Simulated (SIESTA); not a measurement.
The system is HfO2.

```
Hf O
1.0
     3.61685    0.00000    0.00000
     1.80843    3.13229    0.00000
     1.80843    1.04410    2.95315
Hf O
1 2
Direct
  0.00000 0.00000 0.00000
  0.75000 0.75000 0.75000
  0.25000 0.25000 0.25000
```

Measurements of this composition are mostly on another form, of space group No. 14.

Base run:

```yaml
Program: SIESTA 5.4.2
Functional: vdW-DF-C09
Potentials_or_basis: PseudoDojo 0.4 standard (PBE files)
Basis: DZP (energy shift 0.003 Ry; two zetas on semicore shells)
Grid_cutoff: 800 Ry
Energy_shift: 0.003 Ry
k_mesh: 9 × 9 × 9
Occupations: fermi-dirac, width 0.05 eV
Spin: no spin polarisation
```

Its results: band gap on the k mesh 3.62 eV, indirect (least direct gap 3.74 eV); pressure -6.8 GPa.

**Question.** After a change of settings the same cell gave: band gap on the k mesh 3.67 eV, indirect (least direct gap 3.84 eV); pressure 10.7 GPa. Which change was it?
A. functional from vdW-DF-C09 to vdW-DF
B. functional from vdW-DF-C09 to PBE
C. functional from vdW-DF-C09 to vdW-DF2
D. functional from vdW-DF-C09 to vdW-DF-cx

**Answer.** C.

Caveats: short orbitals over semicore shells can move pressures by several GPa; the potentials were made for another functional, which shifts forces and pressure; spin-orbit coupling is left out, which moves the levels of the heavy elements; an odd mesh through Γ misses points on the zone boundary, where band edges often lie; the basis of atomic orbitals isn't converged, which shifts pressures, moduli and gaps.
